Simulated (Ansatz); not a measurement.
# Ge (Fd-3m) in Ansatz: band structure with HSE06

Aim: the band structure of Ge with HSE06.

Everything below comes from runs of Ansatz 0.2.0. Logs are shortened: lines on timing, memory, paths and dates and some standing lists are left out, and cuts for length are marked.

**The experiment to reproduce.**

From “Temperature-dependent photoluminescence in Ge: experiment and theory”, 2020, arxiv:2003.00143, for a bulk crystal of Ge at 0 K: band gap 0.744 eV (indirect).

The results are compared with them further down.

## Step 1: The crystal as given

The structure is cubic, space group Fd-3m (No. 227). The conventional cell has a = 5.658 Å, b = 5.658 Å, c = 5.658 Å, α = 90.00°, β = 90.00°, γ = 90.00°. Ge (site symmetry -43m) has 4 Ge at 2.45 Å as nearest neighbours.

## Step 2: Band structure, HSE06

Contents of input:

```
crystal:
  lattice:
    - [0.0, 2.82891, 2.82891]
    - [2.82891, 0.0, 2.82891]
    - [2.82891, 2.82891, 0.0]
  atoms:
    - { symbol: Ge, position: [0.75, 0.75, 0.75] }
    - { symbol: Ge, position: [0.5, 0.5, 0.5] }
hamiltonian:
  xc: hse06
  pseudopotentials: { kind: paw }
kpoints:
  mp_grid: { grid: [6, 6, 6] }
  band_path:
    path:
      - [[0.0, 0.0, 0.0], [0.5, 0.0, 0.5], [0.5, 0.25, 0.75], [0.375, 0.375, 0.75], [0.0, 0.0, 0.0], [0.5, 0.5, 0.5], [0.625, 0.25, 0.625], [0.5, 0.25, 0.75], [0.5, 0.5, 0.5], [0.375, 0.375, 0.75]]
      - [[0.625, 0.25, 0.625], [0.5, 0.0, 0.5]]
    npoints: 4
scf:
  occupations: { method: fermi_dirac, width: 0.05 }
  n_extra_bands: 6
output:
  forces: true
  stress: true
  eigenvalues: true
  fatbands: false
  write_density: true
  write_potential: true
  elf: true
  volumetric_format: npy
```

Potentials or basis: Ansatz PAW.

Output:

```text
Warning: output.stress: scf.convergence.dr2_threshold = 1e-7 eV (the SCF's general default) is looser than the 2e-10 eV advised for a printed stress (1e-10 eV for each atom of the cell: 2). What an SCF threshold leaves in a stress goes as its square root, and in the free energy as the threshold itself, and one threshold admits the most on a small cell: of the crystals measured, under no hybrid functional and no lock of the moments, on runs that ended without the residual-converged pass, on stresses that held no estimate of that error, the worst erred by over 100 MPa in a component at 1e-7 eV an atom and by under 5 at 1e-10. Set scf.convergence.dr2_threshold to 2e-10 eV or tighter. The threshold is an SCF's pass mark: one that does not reach it within its budget of iterations ends unconverged, or closes short of it on a stop that the run arms, and scf.convergence.dr2_threshold's page says what that costs each kind of run
Warning: output.stress: scf.exx.energy_threshold = 1e-6 eV is looser than the 2e-8 eV advised for a stress under a hybrid functional (1e-8 eV for each atom of the cell: 2). Every SCF of the exchange loop can meet its threshold on dr2 while the loop round them stops early: no threshold on dr2 bounds what that leaves in the stress. Set scf.exx.energy_threshold to 2e-8 eV or tighter. The threshold is the loop's pass mark: a loop that does not reach it within its budget of cycles ends unconverged, and scf.exx.energy_threshold's page has the law
scf.n_extra_bands = 6 over 14 filled bands (N_el = 28.0): the run solves 20 bands
GPUs: using 1 of 1 available (devices: 1).
Engine: ansatz 0.2.0, x86_64-unknown-linux-gnu
Pseudopotentials: kind: paw
Pseudopotential: Ge, paw, valence charge 14, recommended cutoff 420 eV (normal), Ge.paw.azcp
Functional definition: HSE06
  parameter a = 0.25
  parameter omega = 0.11/bohr
  exchange = pbe_x - a*pbe_x_sr(omega) + a*exact_x_sr(omega)
  correlation = pbe_c
device memory: the entry about to start is reckoned to put 0.5 GiB on a device that reports 46.4 GiB free (of which the cap on the GPU budget leaves the run 18.0 GiB)
GPU FFT provider: cuFFT
GPU libraries: cuBLAS 13.8.2, cuFFT 12.4.0, cuSOLVER 12.3.4
Crystal: 2 atoms, lattice volume = 45.278 Å³
Basis set: ecut = 420 eV, 893 PW (Γ), exchange–correlation on 54×54×54 points (8 copies of the dense FFT grid, shifted against one another)
Bands: 20, of which v1, the nominal top of the filled ones, is band 14 counted from 1 (13 counted from 0)
Symmetry: 48 space group operations
Space group: Fd-3m (ITA 227), of the structure as read, at distance tolerance 3.6e-5 Å
k-points: 16 of 216
Non-local potential: Ge, projectors of the file, l = 0: 2, l = 1: 2, l = 2: 3, l = 3: 1
PAW form: soft (Blöchl's): semilocal exchange-correlation on the pseudo side does not see the compensation charge
PAW frozen core: Ge, regenerated for the run's functional, and the local potential with it (the file was generated under x = pbe(κ = 0.804, μ = 0.2195149727645171), c = pbe(β = 0.06672455060314922))
PAW one-centre angular grid: Ge, 590 points (default); XC on 64 Gauss nodes
Initial density: superposition of atomic densities (neutral atoms: chi_scale 0, normalization atom), corrected by the library's trained network
Initial wavefunctions: pseudopotential atomic-orbital guess
GPU buffer pool allocated for 19683 grid points (all kernels)
GPU transforms: local potential and band sums: pruned to the plane-wave sphere, on 25×27×27
Functional: x = pbe(κ = 0.804, μ = 0.2195149727645171), c = pbe(β = 0.06672455060314922), warm-up for x = pbe(κ = 0.804, μ = 0.2195149727645171) + 0.25 (exact − pbe) at short range (hse, ω = 0.20786987370883472 Å⁻¹), c = pbe(β = 0.06672455060314922); HSE06 as pw.x's `hse` composes it (authors' and Libxc's form: `xc: wpbeh`)
[... 40 lines left out ...]
SCF iter   3: F=—  HF=-8591.673806 eV  |F-HF|=—  |Δ(HF+E_count)|=   3.32e-6  Δρ=1.79e-5  dr2=7.62e-8  ethr=5.96e-10  ⟨swp⟩=4.4  Hψ=879  notcnv=0  defer=1
SCF iter   4: F=—  HF=-8591.673806 eV  |F-HF|=—  |Δ(HF+E_count)|=   4.32e-8  Δρ=2.65e-6  dr2=7.84e-9  ethr=2.33e-10  ⟨swp⟩=3.0  Hψ=782  notcnv=0
SCF iter   5: F=-8591.673806 eV  HF=-8591.673806 eV  |F-HF|=2.96e-10  |Δ(HF+E_count)|=   4.91e-8  Δρ=1.69e-6  dr2=8.26e-10  ethr=4.00e-12  ⟨swp⟩=5.2  Hψ=947  notcnv=0  defer=3
SCF 3 converged in 5 iterations: F = -8591.673806 eV  dr2 = 8.26e-10
  Residual-converged pass: ⟨swp⟩=2.0  Hψ=495  notcnv=0  max |occ|·‖R‖ = 2.4e-6 eV (tolerance 2.4e-6 eV)  dr2=8.26e-10  dr2_onsite=1.59e-10  max |Δocc| = 1.3e-15
hybrid outer 2: dexx = +4.058e-6 eV, tail = 4.63e-8 eV, Δε = 6.05e-3 eV (about 1.69e-4 eV left of the loop's levels)
device memory: the entry about to start is reckoned to put 0.4 GiB on a device that reports 46.4 GiB free (of which the cap on the GPU budget leaves the run 18.0 GiB)
NSCF: frozen V_eff on 42 k-points, pencils in batches of 32, up to order 88
hybrid SCF converged: 2 outer / 10 inner (+7 warm-up), last move |dexx| = 4.06e-6 eV, tail = 4.63e-8 eV
Stability not checked: this state was not tested for a lower state beside it, because the functional holds exact exchange (a hybrid, or Hartree-Fock), whose exchange loop this test does not read (fock_operator; see scf.lower_state_search)
Free energy (F): -8591.673807 eV
Frozen-core exchange: fock
Harris-Foulkes:  -8591.673807 eV  (|F-HF|=2.96e-10)
Internal energy: -8591.673797 eV  (E = F + TS)
E sigma→0 (E₀):  -8591.673802 eV
Entropy (-TS):   -0.000010 eV (-0.005 meV/atom)
Fermi energy:    8.652996 eV
--- Per-component energies (eV) ---
  E_band       = -374.142930
  E_kinetic    = 221.334628
  E_local      = -4945.742874  (includes V_loc(G=0)·N_el)
  E_nonlocal   = 839.478737
  E_hartree    = 2174.858001
  E_xc         = -121.696181
  E_vxc        = -103.867056  (∫ρ·V_xc dr)
  E_exx        = -109.045753  (= α·E_x^exact, valence–valence)
  E_paw        = -3962.995617  (= ΣΔE_a)
  E_vpaw       = -516.971271  (= ΣTr[D̂ρ^β])
  E_aug_tail   = 0.000716  (compensation charges beyond the density's cutoff)
  E_ewald      = -2687.134708
  E_core_change = -0.730747  (= ΣΔE_core)
  E_smearing   = -0.000010  (= −TS)
  E_closure    = 0.000000  (closes the sum)
  Σ components = -8591.673807   (vs F -8591.673807, Δ=-1.82e-12)
--- Forces (eV/Å), atoms counted from 1 ---
  atom   1  Ge     0.00000000    -0.00000000    -0.00000000
  atom   2  Ge     0.00000000     0.00000000     0.00000000
  max |Σ_I F_I| component: 1.85e-17 eV/Å
--- Stress (GPa, compression-positive) ---
        1.015753       0.000000      -0.000000
       -0.000000       1.015753       0.000000
        0.000000       0.000000       1.015753
  P = ⅓ Tr σ = 1.0158 GPa (10.158 kbar)
--- Band table (eV; the first three rows and the last of 16) ---
  k-point 0: bands = ["-19.6898", "-19.6898", "-19.6898", "-19.6518", "-19.6518", "-19.4442", "-19.4442", "-19.4442", "-19.4265", "-19.4265", "-5.7927", "8.2590", "8.2590", "8.2590", "9.1260", "11.4687", "11.4687", "11.4687", "15.4720", "18.5829"]
  k-point 1: bands = ["-19.7017", "-19.7017", "-19.6856", "-19.6345", "-19.6345", "-19.4590", "-19.4590", "-19.4488", "-19.4146", "-19.4146", "-5.4193", "4.9817", "7.7105", "7.7105", "9.9103", "12.2022", "12.2022", "13.2142", "16.9495", "17.3945"]
  k-point 2: bands = ["-19.7123", "-19.7123", "-19.6771", "-19.6153", "-19.6153", "-19.4720", "-19.4720", "-19.4584", "-19.4055", "-19.4055", "-4.3807", "1.6677", "7.0017", "7.0017", "9.3100", "12.7562", "12.7562", "16.2576", "16.9666", "18.0933"]
  k-point 15: bands = ["-19.7353", "-19.7353", "-19.6080", "-19.6080", "-19.5405", "-19.5405", "-19.5045", "-19.5045", "-19.3795", "-19.3795", "-1.3674", "-1.3674", "4.2048", "4.2048", "11.6088", "11.6088", "15.7734", "15.7734", "20.4635", "20.4635"]
```

rho_z.tsv:

```text
# z_ang	rho[e/angstrom^3]
# format = ansatz-planar-average/11
# lattice	0.000000000	2.828910000	2.828910000
# lattice	2.828910000	0.000000000	2.828910000
# lattice	2.828910000	2.828910000	0.000000000
# sites	2
# site	32	4.243365000	4.243365000	4.243365000
# site	32	2.828910000	2.828910000	2.828910000
0.000000	1.383972e-1
0.148173	1.200883e-1
0.296347	1.100992e-1
0.444520	1.053851e-1
0.592694	1.060896e-1
0.740867	1.120446e-1
[... 19 lines left out ...]
3.704336	2.317618e-1
3.852509	1.708958e-1
```

Wall time 66 s (1 × NVIDIA H100 80GB HBM3 with 2 threads of AMD EPYC 7R13 (Zen 3), shared host); peak memory 2.1 GiB.

What came out:

* Free energy: -8591.6738 eV
* Pressure: 1.0 GPa
* Band gap on the k mesh: 0.81 eV, indirect (least direct gap 0.87 eV)
* Band gap along the path: 0.81 eV, indirect (least direct gap 0.87 eV)

Levels at the corners of the path, in eV from the valence-band top:
```
point  band 12  band 13  band 14  band 15  band 16  band 17
    Γ     0.00     0.00     0.00     0.87     3.21     3.21
    X    -9.71    -3.36    -3.36     1.26     1.26    10.79
    W    -9.60    -4.24    -4.24     5.21     5.21     5.40
    K    -9.05    -4.72    -2.87     1.71     4.85     8.29
    Γ     0.00     0.00     0.00     0.87     3.21     3.21
    L    -8.30    -1.52    -1.52     0.81     4.45     4.45
    U    -9.05    -4.72    -2.87     1.71     4.85     8.29
    W    -9.60    -4.24    -4.24     5.21     5.21     5.40
    L    -8.30    -1.52    -1.52     0.81     4.45     4.45
    K    -9.05    -4.72    -2.87     1.71     4.85     8.29
    U    -9.05    -4.72    -2.87     1.71     4.85     8.29
    X    -9.71    -3.36    -3.36     1.26     1.26    10.79
```

Caveat: the PAW data sets come from PBE, with cores solved anew for the run's functional, which leaves a small shift of forces and pressure; the thresholds are loose for stress.

## Step 3: Against experiment

Step 2. Against the measured gap of Ge, 0.744 eV (indirect; 0 K; “Temperature-dependent photoluminescence in Ge: experiment and theory”, 2020, arxiv:2003.00143), the calculated 0.81 eV is off by +0.06 eV. 2 values of this kind are on record (0.666 to 0.744 eV); this one was drawn at random. Spin-orbit coupling on Ge is left out. The value is that of HSE06, without temperature or zero-point motion.
